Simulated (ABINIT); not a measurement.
# FeO (I4/mmm) in ABINIT: further runs

Runs on FeO. Level: LDA. Tasks: optical spectrum, phonons.

Everything below comes from runs of ABINIT 10.8.3 (patched build). Logs are shortened: lines on timing, memory, paths and dates and some standing lists are left out, and cuts for length are marked. The log counts tension as positive stress, the text compression.

## Step 1: The structure

The structure is tetragonal, space group I4/mmm (No. 139). The conventional cell has a = 3.204 Å, b = 3.204 Å, c = 4.167 Å, α = 90.00°, β = 90.00°, γ = 90.00°. Fe (site symmetry 4/mmm) has 6 O at 2.08 to 2.27 Å as nearest neighbours. Around O (site symmetry 4/mmm) lie 6 Fe at 2.08 to 2.27 Å.

The cell comes from a database or a generator and needn't be the stable form of this composition.

## Step 2: Optical spectrum, LDA, collinear spin, ferromagnetic start

Input file run.abi:

```
# Datasets
ndtset 3

# Pseudopotentials
pp_dirpath "./"
pseudos "Fe.upf, O.upf"

# Structure
acell 3.0779853735 3.0779853735 3.0779853735 Angstrom
rprim
    -0.5205039071     0.5205039071     0.6768687948
     0.5205039071    -0.5205039071     0.6768687948
     0.5205039071     0.5205039071    -0.6768687948
ntypat 2
znucl 26 8
natom 2
typat 1 2
xred
            0.0            0.0            0.0
            1/2            1/2            0.0

# Plane-wave basis
ecut 46.0

# k points
ngkpt 12 12 12
nshiftk 1
shiftk 0.0 0.0 0.0
istwfk *1

# Exchange and correlation
ixc 7

# Bands and occupations
occopt 3
tsmear 0.00183747

# Spin
nsppol 2
spinat
     0.0000000000     0.0000000000     3.0000000000
     0.0000000000     0.0000000000     0.0000000000

# SCF cycle
nstep 80

# Output
iomode 3
prteig 0
prtebands 0

# Dataset 1: ground state
nband1 16
tolvrs1 1.0e-12
prtden1 1
prtwf1 0
kptopt1 1

# Dataset 2: empty bands at fixed density
iscf2 -3
getden2 1
nband2 23
nbdbuf2 4
tolwfr2 1.0e-12
nstep2 120
prtden2 0
kptopt2 1

# Dataset 3: wave functions and velocity matrix elements in the full zone
optdriver3 8
wfk_task3 "wfk_optics_fullbz"
getwfk3 2
nband3 19
kptopt3 1
prtevk3 1
inclvkb3 2
```

Input file optic.abi:

```
&FILES
 ddkfile_1 = 'runo_DS3_1_EVK.nc',
 ddkfile_2 = 'runo_DS3_2_EVK.nc',
 ddkfile_3 = 'runo_DS3_3_EVK.nc',
 wfkfile = 'runo_DS3_WFK.nc'
/
&PARAMETERS
 broadening = 0.007350,
 domega = 0.002,
 maxomega = 0.8,
 scissor = 0.000000,
 tolerance = 0.002
/
&COMPUTATIONS
 num_lin_comp = 2,
 lin_comp = 11,33,
 num_nonlin_comp = 0
/
```

Potentials or basis: PseudoDojo NC SR LDA v0.4.1 standard.

The run is started by

```console
mpirun --bind-to none -np 4 abinit run.abi > log 2>&1
optic optic.abi > optic.log 2>&1
```

run.abo:

```text
.Version 10.8.3 of ABINIT
 DATASET    1 : space group I4/m m m (#139); Bravais tI (body-center tetrag.)
================================================================================
 Values of the parameters that define the memory need for DATASET  1.
     intxc =       0    ionmov =       0      iscf =       7    lmnmax =       6
     lnmax =       6     mgfft =      36  mpssoang =       3    mqgrid =    3001
     natom =       2  nloc_mem =       1    nspden =       2   nspinor =       1
    nsppol =       2      nsym =      16    n1xccc =    2501    ntypat =       2
    occopt =       3   xclevel =       1
       mpw =        2168          nfft =       46656          nkpt =         163
================================================================================
================================================================================
[... 13 lines left out ...]
 DATASET    3 : space group I4/m m m (#139); Bravais tI (body-center tetrag.)
================================================================================
 Values of the parameters that define the memory need for DATASET  3.
     intxc =       0    ionmov =       0      iscf =       7    lmnmax =       6
     lnmax =       6     mgfft =      36  mpssoang =       3    mqgrid =    3001
     natom =       2  nloc_mem =       1    nspden =       2   nspinor =       1
    nsppol =       2      nsym =      16    n1xccc =    2501    ntypat =       2
    occopt =       3   xclevel =       1
       mpw =        2168          nfft =       46656          nkpt =         163
================================================================================
================================================================================

--------------------------------------------------------------------------------
------------- Echo of variables that govern the present computation ------------
--------------------------------------------------------------------------------
 -outvars: echo values of preprocessed input variables --------
            acell      5.8165493755E+00  5.8165493755E+00  5.8165493755E+00 Bohr
              amu      5.58470000E+01  1.59994000E+01
             ecut      4.60000000E+01 Hartree
           getden1          0
           getden2          1
           getden3          0
           getwfk1          0
           getwfk2          0
           getwfk3          2
             iscf1          7
             iscf2         -3
             iscf3          7
                       outvar_i_n : Printing only first  50 k-points.
              ixc           7
           jdtset        1    2    3
                       outvar_i_n : Printing only first  50 k-points.
         kptrlatt       12    0    0      0   12    0      0    0   12
          kptrlen      6.97985925E+01
            natom           2
            nband1         16
            nband2         23
            nband3         19
           nbdbuf1          0
           nbdbuf2          4
           nbdbuf3          0
           ndtset           3
            ngfft          36      36      36
             nkpt         163
           nspden           2
           nsppol           2
            nstep1         80
            nstep2        120
            nstep3         80
             nsym          16
           ntypat           2
                       prtocc : prtvol=0, do not print more k-points.
                       1.000000  1.000000  1.000000  1.000000  1.000000  1.000000
                       1.000000  1.000000  1.000000  1.000000  1.000000  0.000000
                       0.000000  0.000000  0.000000  0.000000
                       1.000000  1.000000  1.000000  1.000000  1.000000  1.000000
                       1.000000  1.000000  1.000000  1.000000  1.000000  0.000000
                       0.000000  0.000000  0.000000  0.000000
                       1.000000  1.000000  1.000000  1.000000  1.000000  1.000000
                       1.000000  1.000000  1.000000  1.000000  1.000000  0.000000
                       0.000000  0.000000  0.000000  0.000000
                       1.000000  1.000000  1.000000  1.000000  1.000000  1.000000
                       1.000000  1.000000  1.000000  1.000000  1.000000  0.000000
                       0.000000  0.000000  0.000000  0.000000
                       1.000000  1.000000  1.000000  1.000000  1.000000  1.000000
                       1.000000  1.000000  1.000000  1.000000  1.000000  0.000000
                       0.000000  0.000000  0.000000  0.000000
                       1.000000  1.000000  1.000000  1.000000  1.000000  1.000000
[... 524 lines left out ...]
                       0.000000  0.000000  0.000000  0.000000  0.000000  0.000000
                       0.000000
                       1.000000  1.000000  1.000000  1.000000  1.000000  1.000000
                       1.000000  1.000000  1.000000  1.000000  1.000000  0.000000
                       0.000000  0.000000  0.000000  0.000000  0.000000  0.000000
                       0.000000
                       1.000000  1.000000  1.000000  1.000000  1.000000  1.000000
[... 328 lines left out ...]
 Radius=ratsph(iatom), smearing ratsm=  0.0000. Diff(up-dn)=approximate z local magnetic moment.
    Atom    Radius    up_density   dn_density  Total(up+dn)  Diff(up-dn)
    1 Fe   2.00000     8.689827     5.176460     13.866287     3.513368
    2  O   2.00000     3.232507     2.892258      6.124765     0.340249
 ------------------------------------------------------------------------------------------------------------
  Sum:                11.922334     8.068718     19.991052     3.853616
 Total magnetization (from the atomic spheres):                3.853616
 Total magnetization (exact up - dn):                          4.000927

================================================================================

 ----iterations are completed or convergence reached----

 Mean square residual over all n,k,spin=   42.463E-14; max=  99.925E-14
 reduced coordinates (array xred) for    2 atoms
       0.000000000000      0.000000000000      0.000000000000
       0.500000000000      0.500000000000      0.000000000000

 cartesian coordinates (angstrom) at end:
    1      0.00000000000000     0.00000000000000     0.00000000000000
    2      0.00000000000000     0.00000000000000     2.08339225017297
 length scales=  5.816549375465  5.816549375465  5.816549375465 bohr
              =  3.077985373500  3.077985373500  3.077985373500 angstroms
 Eigenvalues (hartree) for nkpt= 163  k points, SPIN UP:
 kpt#   1, nband= 23, wtk=  0.00058, kpt=  0.0000  0.0000  0.0000 (reduced coord)
  -2.94070   -1.70984   -1.70984   -1.70981   -0.40772    0.18525    0.18525    0.18542
   0.19151    0.19450    0.19450    0.19603    0.19648    0.32310    0.87902    0.92860
   0.92860    0.93214    1.00202    1.00202    1.10650    1.11265    1.20793
      occupation numbers for kpt#   1
   1.00000    1.00000    1.00000    1.00000    1.00000    1.00000    1.00000    1.00000
   1.00000    1.00000    1.00000    1.00000    1.00000    0.94355    0.00000    0.00000
   0.00000    0.00000    0.00000    0.00000    0.00000    0.00000    0.00000
 prteigrs : prtvol=0 or 1, do not print more k-points.

 Eigenvalues (hartree) for nkpt= 163  k points, SPIN DOWN:
 kpt#   1, nband= 23, wtk=  0.00058, kpt=  0.0000  0.0000  0.0000 (reduced coord)
  -2.80370   -1.56933   -1.56933   -1.56760   -0.38654    0.20623    0.21757    0.21757
   0.30071    0.30071    0.31285    0.31491    0.32459    0.36653    0.88654    0.96672
   0.96945    0.96945    1.04714    1.04714    1.15058    1.15836    1.24955
      occupation numbers for kpt#   1
   1.00000    1.00000    1.00000    1.00000    1.00000    1.00000    1.00000    1.00000
   1.00000    1.00000    0.99977    0.99931    0.88141    0.00000    0.00000    0.00000
   0.00000    0.00000    0.00000    0.00000    0.00000    0.00000    0.00000
 prteigrs : prtvol=0 or 1, do not print more k-points.

--- !EnergyTerms
iteration_state     : {dtset: 2, }
comment             : Components of total free energy in Hartree
kinetic             :  6.87779486142433E+01
hartree             :  3.87446478763820E+01
xc                  : -2.16760592706491E+01
Ewald energy        : -9.27939561047100E+01
psp_core            :  3.26475691639103E+00
local_psp           : -1.27863120818454E+02
non_local_psp       : -1.01772362699852E+01
internal            : -1.41723019056782E+02
'-kT*entropy'       : -4.87397720841434E-04
total_energy        : -1.41723506454502E+02
...

--- !EnergyTermsDC
iteration_state     : {dtset: 2, }
comment             : '"Double-counting" decomposition of free energy'
band_energy         : -1.41476419479406E+01
Ewald energy        : -9.27939561047100E+01
psp_core            :  3.26475691639103E+00
xc_dc               : -3.80461778879475E+01
internal            : -1.41723019024207E+02
'-kT*entropy'       : -4.87397720841434E-04
total_energy_dc     : -1.41723506421928E+02
...

================================================================================
== DATASET  3 ==================================================================

--- !DatasetInfo
iteration_state: {dtset: 3, }
dimensions: {natom: 2, nkpt: 163, mband: 19, nsppol: 2, nspinor: 1, nspden: 2, mpw: 2168, }
cutoff_energies: {ecut:  46.0, pawecutdg:  -1.0, }
electrons: {nelect:   2.20000000E+01, charge:   0.00000000E+00, occopt:   3.00000000E+00, tsmear:   1.83747000E-03, }
meta: {optdriver: 8, wfk_task: 7, }
...

 mkfilename : getwfk/=0, take file _WFK from output of DATASET   2.

 Exchange-correlation functional for the present dataset will be:
  LDA: Perdew-Wang 92 LSD fit to Ceperley-Alder data - ixc=7
  J.P.Perdew and Y.Wang, PRB 45, 13244 (1992)

--------------------------------------------------------------------------------

 Computation of velocity matrix elements (DDK)

 Parameters extracted from the Abinit header:
    ecut:     46.0
    nkpt:    1728
    mband:   23
    nsppol:  2
    nspinor: 1
    useylm:  0
    inclvkb: 2
    bmin: 1, bmax: 23
    Computing diagonal and off-diagonal matrix elements
    Between band index bmin: 1, bmax: 23

== END DATASET(S) ==============================================================
================================================================================

 -outvars: echo values of variables after computation  --------
            acell      5.8165493755E+00  5.8165493755E+00  5.8165493755E+00 Bohr
           etotal1    -1.4172350642E+02
           etotal2    -1.4172350642E+02
           etotal3     0.0000000000E+00
            fcart1    -0.0000000000E+00 -0.0000000000E+00 -0.0000000000E+00
                      -0.0000000000E+00 -0.0000000000E+00 -0.0000000000E+00
            fcart3     0.0000000000E+00  0.0000000000E+00  0.0000000000E+00
                       0.0000000000E+00  0.0000000000E+00  0.0000000000E+00
            rprim     -5.2050390710E-01  5.2050390710E-01  6.7686879480E-01
                       5.2050390710E-01 -5.2050390710E-01  6.7686879480E-01
                       5.2050390710E-01  5.2050390710E-01 -6.7686879480E-01
           strten1     7.9733347913E-04  7.9733347913E-04  7.4545962962E-04
                       0.0000000000E+00  0.0000000000E+00  0.0000000000E+00
           strten3     0.0000000000E+00  0.0000000000E+00  0.0000000000E+00
                       0.0000000000E+00  0.0000000000E+00  0.0000000000E+00
           xangst      0.0000000000E+00  0.0000000000E+00  0.0000000000E+00
                       3.7842365082E-17  3.7842365082E-17  2.0833922502E+00
             xred      0.0000000000E+00  0.0000000000E+00  0.0000000000E+00
                       5.0000000000E-01  5.0000000000E-01  2.3620425983E-17
 Calculation completed.
```

Run time: 4.2 min. Hardware: 4 MPI ranks of Arm Neoverse V1, shared host; peak memory 4.3 GiB.

Results:

| Item | Value |
| --- | --- |
| Free energy | -3856.4931 eV |
| Pressure | -22.9 GPa |
| Band gap on the k mesh | none (metal or under the smearing width) |
| Net moment | 4.00 μB per cell |
| Site moments | Fe +3.51; O +0.34 μB |

Dielectric function (mean over the directions given):
| energy (eV) | real part | imaginary part |
| --- | --- | --- |
| 0.33 | 4.34 | 26.09 |
| 0.76 | 1.34 | 7.21 |
| 1.31 | 2.92 | 3.09 |
| 1.74 | 3.66 | 1.82 |
| 2.29 | 4.66 | 1.16 |
| 2.83 | 5.96 | 1.05 |
| 3.27 | 6.83 | 2.32 |
| 3.81 | 6.80 | 3.66 |
| 4.25 | 6.03 | 4.73 |
| 4.79 | 4.59 | 5.79 |
| 5.33 | 2.79 | 5.71 |
| 5.77 | 2.02 | 5.10 |
| 6.31 | 1.68 | 4.32 |
| 6.75 | 1.13 | 4.14 |
| 7.29 | 0.89 | 3.52 |
| 7.84 | 0.68 | 2.70 |
| 8.27 | 1.11 | 2.27 |
| 8.82 | 1.63 | 1.99 |
| 9.36 | 1.89 | 2.21 |
| 9.80 | 1.92 | 2.49 |
| 10.34 | 1.97 | 2.98 |
| 10.78 | 1.37 | 3.11 |
| 11.32 | 1.09 | 2.81 |
| 11.86 | 0.89 | 2.72 |
| 12.30 | 0.85 | 2.42 |
| 12.84 | 1.00 | 2.39 |
| 13.28 | 1.01 | 2.53 |
| 13.82 | 0.85 | 2.67 |
| 14.37 | 0.50 | 2.46 |
| 14.80 | 0.48 | 2.51 |
| 15.35 | 0.11 | 2.55 |
| 15.89 | -0.21 | 2.28 |
| 16.33 | -0.45 | 1.98 |
| 16.87 | -0.42 | 1.49 |
| 17.31 | -0.28 | 1.23 |
| 17.85 | -0.03 | 1.13 |
| 18.39 | -0.01 | 1.11 |
| 18.83 | -0.02 | 1.07 |
| 19.38 | -0.01 | 0.99 |
| 19.92 | 0.00 | 0.83 |

Caveat: the intraband (Drude) term is left out; spectra need much finer meshes, so this one isn't converged; independent-particle spectra lack excitons; so large a pressure means that the cell lies far from this level's equilibrium, or that cutoff or potentials fall short; a cell with one magnetic atom can't hold antiferromagnetic order, which such compounds often take; semilocal functionals often make such compounds metallic where correlation or magnetic order opens a gap, which also shifts bond lengths. With open d or f shells a metallic result of LDA can be an artefact of self-interaction; +U or a hybrid may open a gap.

(Continued in part 2 of 2.)
